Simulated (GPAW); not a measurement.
# Gd (Im-3m) in GPAW: convergence with plane-wave cutoff (eV)

Aim: find how far plane-wave cutoff (eV) must go before the results for Gd settle, at r2SCAN. This setting moves, with any that are tied to it; all else stays.

All numbers are computed with GPAW 26.7.0; they aren't measurements. Logs are shortened: lines on timing, memory, paths and dates and some standing lists are left out, and cuts for length are marked. The log counts tension as positive stress, the text compression.

## 1. The crystal as given

Symmetry: Im-3m, No. 229, cubic system. The conventional cell has a = 4.050 Å, b = 4.050 Å, c = 4.050 Å, α = 90.00°, β = 90.00°, γ = 90.00°. Gd (site symmetry m-3m) has 8 Gd at 3.51 Å as nearest neighbours.

This isn't the form of Gd at room conditions, which is hcp.

## 2. With plane-wave cutoff (eV) 300

run.py reads:

```python
from ase.dft.bandgap import bandgap
from ase.io import read, write
from ase.units import GPa
from gpaw import GPAW, PW

atoms = read('POSCAR')
atoms.set_initial_magnetic_moments([7.0])

calc = GPAW(mode=PW(300),
            xc='MGGA_X_R2SCAN+MGGA_C_R2SCAN',
            kpts={'size': (7, 7, 7), 'gamma': True},
            occupations={'name': 'fermi-dirac', 'width': 0.05},
            nbands=21,
            convergence={'density': 1e-05, 'energy': 1e-05},
            maxiter=100,
            txt='gpaw.txt')
atoms.calc = calc
energy = atoms.get_potential_energy()
forces = atoms.get_forces()
stress = atoms.get_stress()
calc.write('gs.gpw')
write('result.traj', atoms)
print(f'Energy: {energy:.6f} eV')
print('Forces (eV/A):')
print(forces.round(4))
print('Stress (GPa):', (stress / GPa).round(3))
print('Moments:', calc.get_magnetic_moments().round(3))
print('Fermi level:', round(calc.get_fermi_level(), 4), 'eV')
print(f'Gap: {bandgap(calc)[0]:.4f} eV, direct: {bandgap(calc, direct=True)[0]:.4f} eV')
```

POSCAR reads:

```
Gd
1.0
   -2.0250000000      2.0250000000      2.0250000000
    2.0250000000     -2.0250000000      2.0250000000
    2.0250000000      2.0250000000     -2.0250000000
Gd
1
Direct
    0.0000000000      0.0000000000      0.0000000000
```

Potentials or basis: GPAW PAW data sets (gpaw-data 1.2.1), pw.

Started as:

```console
$ OMP_NUM_THREADS=1 python run.py
```

It took 53 s on 1 thread of Arm Neoverse V1, shared host; peak memory 0.9 GiB.

What came out:

* Free energy: -27.4783 eV
* Pressure: -0.8 GPa
* Band gap on the k mesh: none (metal or under the smearing width)
* Net moment: 7.91 μB per cell
* Site moments: Gd +7.12 μB

## 3. With plane-wave cutoff (eV) 350

run.py, as its differences from that of step 2:

```diff
@@ -8,3 +8,3 @@
 
-calc = GPAW(mode=PW(300),
+calc = GPAW(mode=PW(350),
             xc='MGGA_X_R2SCAN+MGGA_C_R2SCAN',
```

POSCAR is that of step 2.

Potentials or basis: GPAW PAW data sets (gpaw-data 1.2.1), pw.

Started as:

```console
$ OMP_NUM_THREADS=1 python run.py
```

Run time: 54 s. Hardware: 1 thread of Arm Neoverse V1, shared host; peak memory 0.9 GiB.

What came out:

```
Free energy            : -27.5466 eV
Pressure               : -1.2 GPa
Band gap on the k mesh : none (metal or under the smearing width)
Net moment             : 7.91 μB per cell
Site moments           : Gd +7.13 μB
```

## 4. With plane-wave cutoff (eV) 400

run.py, as its differences from that of step 3:

```diff
@@ -8,3 +8,3 @@
 
-calc = GPAW(mode=PW(350),
+calc = GPAW(mode=PW(400),
             xc='MGGA_X_R2SCAN+MGGA_C_R2SCAN',
```

POSCAR is that of step 3.

Started as:

```console
$ OMP_NUM_THREADS=1 python run.py
```

It took 1.7 min on 1 thread of Arm Neoverse V1, shared host; peak memory 0.91 GiB.

Results:

```yaml
Free_energy: -27.6354 eV
Pressure: -1.6 GPa
Band_gap_on_the_k_mesh: none (metal or under the smearing width)
Net_moment: 7.90 μB per cell
Site_moments: Gd +7.14 μB
```

## 5. With plane-wave cutoff (eV) 500

run.py, as its differences from that of step 4:

```diff
@@ -8,3 +8,3 @@
 
-calc = GPAW(mode=PW(400),
+calc = GPAW(mode=PW(500),
             xc='MGGA_X_R2SCAN+MGGA_C_R2SCAN',
```

POSCAR is that of step 4.

Started as:

```console
$ OMP_NUM_THREADS=1 python run.py
```

Run time: 86 s. Hardware: 1 thread of Arm Neoverse V1, shared host; peak memory 0.92 GiB.

Results:

| Quantity | Value |
| --- | --- |
| Free energy | -27.7467 eV |
| Pressure | 0.1 GPa |
| Band gap on the k mesh | none (metal or under the smearing width) |
| Net moment | 7.90 μB per cell |
| Site moments | Gd +7.14 μB |

## 6. With plane-wave cutoff (eV) 600

run.py, as its differences from that of step 5:

```diff
@@ -8,3 +8,3 @@
 
-calc = GPAW(mode=PW(500),
+calc = GPAW(mode=PW(600),
             xc='MGGA_X_R2SCAN+MGGA_C_R2SCAN',
```

POSCAR is that of step 5.

Potentials or basis: GPAW PAW data sets (gpaw-data 1.2.1), pw.

Started as:

```console
$ OMP_NUM_THREADS=1 python run.py
```

Wall time 89 s (1 thread of Arm Neoverse V1, shared host); peak memory 0.93 GiB.

Results (log left out):

```yaml
Free_energy: -27.7592 eV
Pressure: 0.6 GPa
Band_gap_on_the_k_mesh: none (metal or under the smearing width)
Net_moment: 7.90 μB per cell
Site_moments: Gd +7.14 μB
```

## 7. With plane-wave cutoff (eV) 700

run.py, as its differences from that of step 6:

```diff
@@ -8,3 +8,3 @@
 
-calc = GPAW(mode=PW(600),
+calc = GPAW(mode=PW(700),
             xc='MGGA_X_R2SCAN+MGGA_C_R2SCAN',
```

POSCAR is that of step 6.

Started as:

```console
$ OMP_NUM_THREADS=1 python run.py
```

It took 3.2 min on 1 thread of Arm Neoverse V1, shared host; peak memory 0.95 GiB.

The run converged. Its results:

| Item | Value |
| --- | --- |
| Free energy | -27.7725 eV |
| Pressure | 0.4 GPa |
| Band gap on the k mesh | none (metal or under the smearing width) |
| Net moment | 7.90 μB per cell |
| Site moments | Gd +7.14 μB |

## 8. With plane-wave cutoff (eV) 800

run.py, as its differences from that of step 7:

```diff
@@ -8,3 +8,3 @@
 
-calc = GPAW(mode=PW(700),
+calc = GPAW(mode=PW(800),
             xc='MGGA_X_R2SCAN+MGGA_C_R2SCAN',
```

POSCAR is that of step 7.

Started as:

```console
$ OMP_NUM_THREADS=1 python run.py
```

Run time: 3.2 min. Hardware: 1 thread of Arm Neoverse V1, shared host; peak memory 0.96 GiB.

The run converged. Its results:

```
Free energy            : -27.7813 eV
Pressure               : 0.7 GPa
Band gap on the k mesh : none (metal or under the smearing width)
Net moment             : 7.90 μB per cell
Site moments           : Gd +7.14 μB
```

## 9. With plane-wave cutoff (eV) 1000

run.py, as its differences from that of step 8:

```diff
@@ -8,3 +8,3 @@
 
-calc = GPAW(mode=PW(800),
+calc = GPAW(mode=PW(1000),
             xc='MGGA_X_R2SCAN+MGGA_C_R2SCAN',
```

POSCAR is that of step 8.

Potentials or basis: GPAW PAW data sets (gpaw-data 1.2.1), pw.

Started as:

```console
$ OMP_NUM_THREADS=1 python run.py
```

Run time: 4.7 min. Hardware: 1 thread of Arm Neoverse V1, shared host; peak memory 0.99 GiB.

The run converged. Its results:

```yaml
Free_energy: -27.7841 eV
Pressure: 0.7 GPa
Band_gap_on_the_k_mesh: none (metal or under the smearing width)
Net_moment: 7.90 μB per cell
Site_moments: Gd +7.14 μB
```

## 10. With plane-wave cutoff (eV) 1200

run.py, as its differences from that of step 9:

```diff
@@ -8,3 +8,3 @@
 
-calc = GPAW(mode=PW(1000),
+calc = GPAW(mode=PW(1200),
             xc='MGGA_X_R2SCAN+MGGA_C_R2SCAN',
```

POSCAR is that of step 9.

Potentials or basis: GPAW PAW data sets (gpaw-data 1.2.1), pw.

Started as:

```console
$ OMP_NUM_THREADS=1 python run.py
```

gpaw.txt:

```text
__  _  _
 | _ |_)|_||  |
 |__||  | ||/\| - 26.7.0

Input parameters:
  mode=PW(ecut=1200.0),
  convergence={'density': 1e-05, 'energy': 1e-05},
  kpts=MonkhorstPack(size=(7, 7, 7), gamma=True),
  maxiter=100,
  nbands=21,
  occupations=Occupations(name='fermi-dirac', width=0.05),
  xc=XC(name='MGGA_X_R2SCAN+MGGA_C_R2SCAN')

Diagonalizing LCAO Hamiltonian
Converting LCAO to pw mode

       Gd

Atoms  # Å, Bohr magnetons
|   | symbol |        x |        y |        z |    initial magnetic moments |
|---|--------|----------|----------|----------|-----------------------------|
| 0 |     Gd | 0.000000 | 0.000000 | 0.000000 | ( 0.0000,  0.0000,  7.0000) |

Unit cell  # Å
| periodic |         x |         y |         z |  lengths |     angles |
|----------|-----------|-----------|-----------|----------|------------|
|      yes | -2.025000 |  2.025000 |  2.025000 | 3.507403 | 109.471221 |
|      yes |  2.025000 | -2.025000 |  2.025000 | 3.507403 | 109.471221 |
|      yes |  2.025000 |  2.025000 | -2.025000 | 3.507403 | 109.471221 |

Number of symmetries: 48
Symmetry operations  # r_c * U_cc + t_c -> r_c
|    | kind |            matrix            |
|----|------|------------------------------|
|  0 |  σ   |  1, 1, 1,  0, 0,-1,  0,-1, 0 |
|  1 |  C4  |  1, 1, 1,  0, 0,-1, -1, 0, 0 |
|  2 |  C2  |  1, 1, 1,  0,-1, 0,  0, 0,-1 |
|  3 |  S6  |  1, 1, 1,  0,-1, 0, -1, 0, 0 |
|  4 |  S6  |  1, 1, 1, -1, 0, 0,  0, 0,-1 |
|  5 |  C4  |  1, 1, 1, -1, 0, 0,  0,-1, 0 |
|  6 |  E   |  1, 0, 0,  0, 1, 0,  0, 0, 1 |
|  7 |  σ   |  1, 0, 0,  0, 1, 0, -1,-1,-1 |
|  8 |  σ   |  1, 0, 0,  0, 0, 1,  0, 1, 0 |
|  9 |  C3  |  1, 0, 0,  0, 0, 1, -1,-1,-1 |
| 10 |  C3  |  1, 0, 0, -1,-1,-1,  0, 1, 0 |
| 11 |  σ   |  1, 0, 0, -1,-1,-1,  0, 0, 1 |
| 12 |  σ   |  0, 1, 0,  1, 0, 0,  0, 0, 1 |
| 13 |  C2  |  0, 1, 0,  1, 0, 0, -1,-1,-1 |
| 14 |  C3  |  0, 1, 0,  0, 0, 1,  1, 0, 0 |
| 15 |  S4  |  0, 1, 0,  0, 0, 1, -1,-1,-1 |
| 16 |  S4  |  0, 1, 0, -1,-1,-1,  1, 0, 0 |
| 17 |  C3  |  0, 1, 0, -1,-1,-1,  0, 0, 1 |
| 18 |  C3  |  0, 0, 1,  1, 0, 0,  0, 1, 0 |
| 19 |  S4  |  0, 0, 1,  1, 0, 0, -1,-1,-1 |
| 20 |  σ   |  0, 0, 1,  0, 1, 0,  1, 0, 0 |
| 21 |  C3  |  0, 0, 1,  0, 1, 0, -1,-1,-1 |
| 22 |  C2  |  0, 0, 1, -1,-1,-1,  1, 0, 0 |
| 23 |  S4  |  0, 0, 1, -1,-1,-1,  0, 1, 0 |
| 24 |  C4  |  0, 0,-1,  1, 1, 1,  0,-1, 0 |
| 25 |  σ   |  0, 0,-1,  1, 1, 1, -1, 0, 0 |
| 26 |  S6  |  0, 0,-1,  0,-1, 0,  1, 1, 1 |
| 27 |  C2  |  0, 0,-1,  0,-1, 0, -1, 0, 0 |
| 28 |  C4  |  0, 0,-1, -1, 0, 0,  1, 1, 1 |
| 29 |  S6  |  0, 0,-1, -1, 0, 0,  0,-1, 0 |
| 30 |  S6  |  0,-1, 0,  1, 1, 1,  0, 0,-1 |
| 31 |  C4  |  0,-1, 0,  1, 1, 1, -1, 0, 0 |
| 32 |  C4  |  0,-1, 0,  0, 0,-1,  1, 1, 1 |
| 33 |  S6  |  0,-1, 0,  0, 0,-1, -1, 0, 0 |
| 34 |  σ   |  0,-1, 0, -1, 0, 0,  1, 1, 1 |
| 35 |  C2  |  0,-1, 0, -1, 0, 0,  0, 0,-1 |
| 36 |  C2  | -1, 0, 0,  1, 1, 1,  0, 0,-1 |
| 37 |  S6  | -1, 0, 0,  1, 1, 1,  0,-1, 0 |
| 38 |  S6  | -1, 0, 0,  0, 0,-1,  1, 1, 1 |
| 39 |  C2  | -1, 0, 0,  0, 0,-1,  0,-1, 0 |
| 40 |  C2  | -1, 0, 0,  0,-1, 0,  1, 1, 1 |
| 41 |  i   | -1, 0, 0,  0,-1, 0,  0, 0,-1 |
| 42 |  S4  | -1,-1,-1,  1, 0, 0,  0, 1, 0 |
| 43 |  C3  | -1,-1,-1,  1, 0, 0,  0, 0, 1 |
| 44 |  C3  | -1,-1,-1,  0, 1, 0,  1, 0, 0 |
| 45 |  σ   | -1,-1,-1,  0, 1, 0,  0, 0, 1 |
| 46 |  S4  | -1,-1,-1,  0, 0, 1,  1, 0, 0 |
| 47 |  C2  | -1,-1,-1,  0, 0, 1,  0, 1, 0 |

BZ-sampling:
  Number of BZ points: 343
[... 68 lines left out ...]
    |    f |        |      18.522 |    1.164 |

    Using partial waves for Gd as LCAO basis

Reference energy: -306701.573925  # eV

eigensolver:
  PPCG
  Converge bands: occupied
  niter=2

density mixing:
  MSR1-Mixer
  Pratt-step length: 0.05
  Maximum mixing coefficient: 0.75
  Old densities: 10
  SVD Regularization: 0.005
  Good broyden scale: 1.0
  Trust region scale: 1.0
  Backstep threshold: 4.0
  History deletion threshold: 6.0
  Fourier metric: weight=20.0, sigma=0.015

occupation numbers:
  Fermi-Dirac:
    width: 0.0500  # eV

poisson solver:
  ecut: 9600.0  # eV

xc functional:
  name: MGGA_X_R2SCAN+MGGA_C_R2SCAN with 2 nearest neighbor stencil

convergence criteria:
- Maximum integral of absolute [dens]ity change: 1e-05 electrons / valence electron
- Maximum [total energy] change in last 3 cyles: 1e-05 eV / valence electron
- Maximum integral of absolute [eigenst]ate change: 4e-08 eV^2 / valence electron
maximum number of iterations: 100

SCF iterations
|iter     | |      energy | eigst |  dens |  magmom |
|---------|-|-------------|-------|-------|---------|
|iter:   1| |  -43.619389 | +0.33 |       |  +7.0022|
|iter:   2| |  -28.374749 | -0.44 | -0.24 |  +6.8668|
|iter:   3| |  -28.603977 | -1.66 | -0.91 |  +6.9225|
|iter:   4| |  -27.777558 | -0.45 | -0.97 |  +7.3272|
|iter:   5| |  -28.188103 | -1.68 | -1.28 |  +7.4335|
|iter:   6| |  -27.629599 | -1.19 | -0.89 |  +7.2385|
|iter:   7| |  -27.718004 | -2.10 | -1.35 |  +7.3256|
|iter:   8| |  -27.778427 | -2.37 | -1.40 |  +7.4873|
|iter:   9| |  -27.766073 | -2.94 | -1.53 |  +7.5357|
|iter:  10| |  -27.766787 | -3.09 | -1.69 |  +7.5704|
|iter:  11| |  -27.777470 | -3.81 | -1.81 |  +7.7120|
|iter:  12| |  -27.781682 | -3.57 | -2.08 |  +7.8139|
|iter:  13| |  -27.781134 | -4.40 | -2.31 |  +7.8497|
|iter:  14| |  -27.780945 | -4.75 | -2.60 |  +7.8678|
|iter:  15| |  -27.780887 | -5.33 | -2.88 |  +7.8807|
|iter:  16| |  -27.780813c| -5.24 | -3.16 |  +7.8949|
|iter:  17| |  -27.780811c| -6.29 | -4.02 |  +7.8961|
|iter:  18| |  -27.780808c| -7.37 | -4.53 |  +7.8966|
|iter:  19| |  -27.780805c| -7.84c| -4.83 |  +7.8970|
|iter:  20| |  -27.780804c| -7.99c| -5.32c|  +7.8972|

Converged in 20 steps
Energy contributions relative to reference atoms: (reference = -306701.573925)

Energy contributions:
  Kinetic:          32.965199
  Coulomb:         -27.633406
  Zero:             -0.942029
  External:          0.000000
  Xc:              -32.164953
  Entropy:          -0.011230
  Spinorbit:         0.000000
  ----------------------------
  Free energy:     -27.786419
  Extrapolated:    -27.780804

dipole moment: (-11.330823, -11.330823, -11.330823)  # |e|*Ang

Total magnetic moment: (0.000000, 0.000000, 7.897152)

Local magnetic moments
|        x |        y |        z |
|----------|----------|----------|
| 0.000000 | 0.000000 | 7.143174 |  # Gd   0

Fermi level: 8.587
Eigenvalues  # (at kpt = [0.000, 0.000, 0.000])
| band index |      eig [eV] | occ [0-1] |      eig [eV] | occ [0-1] |
|------------|---------------|-----------|---------------|-----------|
|          0 |       -38.609 |     1.000 |       -34.634 |     1.000 |
|          1 |       -14.943 |     1.000 |       -12.012 |     1.000 |
|          2 |       -14.943 |     1.000 |       -12.012 |     1.000 |
|          3 |       -14.943 |     1.000 |       -12.012 |     1.000 |
|          4 |         3.020 |     1.000 |         4.584 |     1.000 |
|          5 |         3.020 |     1.000 |        10.050 |     0.000 |
[... 8 lines left out ...]
|         14 |         9.994 |     0.000 |        11.625 |     0.000 |
|         15 |        12.254 |     0.000 |        13.582 |     0.000 |
|        ... |               |           |               |           |
|         20 |        26.908 |     0.000 |        28.108 |     0.000 |

No gap
No difference between direct/indirect transitions

Forces  # eV/Ang
|       x |        y |       z |
|---------|----------|---------|
| 0.00000 | -0.00000 | 0.00000 |  # Gd   0

Stress tensor  # eV/Ang^3
|         x |         y |         z |
|-----------|-----------|-----------|
| -0.004632 |  0.000000 | -0.000000 |
|  0.000000 | -0.004632 | -0.000000 |
| -0.000000 | -0.000000 | -0.004632 |

# Writing to gs.gpw (mode='')
```

stdout:

```text
Energy: -27.780804 eV
Forces (eV/A):
[[ 0. -0.  0.]]
Stress (GPa): [-0.742 -0.742 -0.742 -0.    -0.     0.   ]
Moments: [7.143]
Fermi level: 8.587 eV
Gap: 0.0000 eV, direct: 0.0000 eV
```

Run time: 6.3 min. Hardware: 1 thread of Arm Neoverse V1, shared host; peak memory 1 GiB.

What came out:

```
Free energy            : -27.7864 eV
Pressure               : 0.7 GPa
Band gap on the k mesh : none (metal or under the smearing width)
Net moment             : 7.90 μB per cell
Site moments           : Gd +7.14 μB
```

## 11. Result

```tsv
plane-wave cutoff (eV)	energy less the tightest run, at zero smearing (meV/atom)	pressure (GPa)	largest site moment (μB)	SCF cycles	CPU time (s)	peak memory (GiB)
300	308.10	-0.78	7.12	20	53	0.9
350	239.88	-1.25	7.13	20	54	0.9
400	151.04	-1.62	7.14	20	100	0.91
500	39.73	0.13	7.14	20	86	0.92
600	27.28	0.63	7.14	20	89	0.93
700	13.96	0.45	7.14	20	190	0.95
800	5.18	0.69	7.14	20	190	0.96
1000	2.34	0.67	7.14	20	280	0.99
1200	0.00	0.74	7.14	20	380	1
```

Against the tightest run, the pressure stays within 0.1 GPa from 800 on; the largest site moment stays within 0.02 μB from 350 on. Not settled before the last step: the energy (to 1 meV/atom). The tightest run that finished is the yardstick and may itself not be fully converged.

Caveats: one-centre terms of the f shell are cut off; the PAW data sets were made with another functional, which shifts forces and pressure a little; spin-orbit coupling is left out, which moves the levels of the heavy elements.
